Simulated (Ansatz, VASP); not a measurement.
**Rh in VASP and in Ansatz**

Contents of INCAR:

```
PREC = Accurate
ENCUT = 520
EDIFF = 1E-6
ISMEAR = -1
SIGMA = 0.1
LREAL = F
LASPH = T
NELM = 80
ALGO = Normal
ISIF = 2
LWAVE = F
LCHARG = T
GGA = B5
ALDAX = 1.0
AGGAX = 1.0
AGGAC = 1.0
ALDAC = 0.0
LELF = T
LVHAR = T
NBANDS = 30
```

KPOINTS

```
Automatic mesh
0
Gamma
  9 9 13
```

POSCAR

```
Rh
1.0
    4.4169790670      0.0000000000      0.0000000000
   -2.2084895335      3.8252160800      0.0000000000
    0.0000000000      0.0000000000      2.7131581976
Rh
3
Direct
    0.0000000000      0.0000000000      0.0000000000
    0.3333333333      0.6666666667      0.5000000000
    0.6666666667      0.3333333333      0.5000000000
```

Input for Ansatz:

```yaml
crystal:
  lattice:
    - [4.416979067, 0.0, 0.0]
    - [-2.2084895335, 3.82521608, 0.0]
    - [0.0, 0.0, 2.7131581976]
  atoms:
    - { symbol: Rh, position: [0.0, 0.0, 0.0] }
    - { symbol: Rh, position: [0.3333333333, 0.6666666667, 0.5] }
    - { symbol: Rh, position: [0.6666666667, 0.3333333333, 0.5] }
hamiltonian:
  xc: blyp
  pseudopotentials:
    kind: paw
    azcp:
      Rh: "pseudopotentials/Rh.paw.azcp"
basis:
  ecutwfc: 420
  fft_grid_basis: typed
kpoints:
  mp_grid: { grid: [9, 9, 13], shift: [0, 0, 0] }
magnetization:
  spin_polarized: false
scf:
  occupations: { method: fermi_dirac, width: 0.1 }
  lower_state_search: "off"
output:
  stress: true
```

Alike in both runs: task single point; functional BLYP; k mesh 9 × 9 × 13; occupations fermi-dirac, width 0.1 eV; no spin polarisation.

```csv
,VASP,Ansatz
version,VASP 6.6.1,Ansatz 0.2.0
potentials or method,"VASP PAW PBE potentials, release 64 (Rh_pv)","plane waves (420 eV) with PAW, scalar-relativistic"
plane-wave cutoff (eV),520,420
valence electrons in the cell,45,51
```

```csv
,VASP,Ansatz,Ansatz less VASP
pressure (GPa),0.4,-0.1,-0.45
largest component of the traceless stress (GPa),0.57,0.46,-0.104
```

The two sets of potentials don't hold the same shells in valence.

Caveats: the PAW data sets were made with another functional, which shifts forces and pressure a little (VASP).
